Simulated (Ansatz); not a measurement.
## Ta2N: a faulty run and its cure

Someone meant to compute Ta2N with PBE, plane waves and PAW in Ansatz and wrote this input.

```yaml
crystal:
  lattice:
    - [5.2965720514, 0.0, 0.0]
    - [-2.6482860257, 4.5869659495, 0.0]
    - [0.0, 0.0, 4.9391825701]
  atoms:
    - { symbol: Ta, position: [0.66636167, 0.66636167, 0.75361826] }
    - { symbol: Ta, position: [0.0, 0.33363833, 0.75361826] }
    - { symbol: Ta, position: [0.33363833, 0.0, 0.75361826] }
    - { symbol: Ta, position: [0.33363833, 0.33363833, 0.24638174] }
    - { symbol: Ta, position: [0.0, 0.66636167, 0.24638174] }
    - { symbol: Ta, position: [0.66636167, 0.0, 0.24638174] }
    - { symbol: "N", position: [0.6666666667, 0.3333333333, 0.5] }
    - { symbol: "N", position: [0.3333333333, 0.6666666667, 0.5] }
    - { symbol: "N", position: [0.0, 0.0, 0.0] }
basis:
  ecutwfc: 420
kpoints:
  mp_grid: { grid: [12, 12, 8] }
hamiltonian:
  xc: hse
scf:
  occupations: { method: gaussian, width: 0.1 }
output:
  forces: true
  stress: true
  eigenvalues: true
```

Command:

```bash
ansatz run input.yaml --threads 2 --pin off --max-ram 5120MiB --backend cpu --events-out ev --progress --plain --runs-dir out
```

Output, shortened:

```text
Error: YAML parse error: error: line 21 column 7: hamiltonian.xc: unknown variant `hse`, expected one of `lda`, `lda-pw`, `pw92`, `pbe`, `pbesol`, `rpbe`, `revpbe`, `blyp`, `pbe0`, `revpbe0`, `b3lyp`, `b3lyp5`, `hse06`, `wpbeh`, `hiss`, `lc_wpbe`, `cam_b3lyp`, `hf`, `r2scan`, `r2scanh`, `r2scan0`, `r2scan50`
  --> <input>:21:7
   |
19 |   mp_grid: { grid: [12, 12, 8] }
20 | hamiltonian:
21 |   xc: hse
   |       ^ hamiltonian.xc: unknown variant `hse`, expected one of `lda`, `lda-pw`, `pw92`, `pbe`, `pbesol`, `rpbe`, `revpbe`, `blyp`, `pbe0`, `revpbe0`, `b3lyp`, `b3lyp5`, `hse06`, `wpbeh`, `hiss`, `lc_wpbe`, `cam_b3lyp`, `hf`, `r2scan`, `r2scanh`, `r2scan0`, `r2scan50`
22 | scf:
23 |   occupations: { method: gaussian, width: 0.1 }
   |
```

Question: Name the fault and the cure.

Answer: The fault is a functional's name that the program doesn't know. The name isn't in the program's list. The cure is a listed name.

Fix:

```diff
 hamiltonian:
-  xc: hse
+  xc: pbe
```

The mended run converges, with a pressure of 2.86 GPa, a largest force of 0.064 eV/Å, no gap.

Time of the mended run: 85 s on 2 threads of Intel(R) Xeon(R) Processor @ 2.50GHz (Skylake/Cascade Lake), with other jobs on the host, peak memory 0.83 GiB.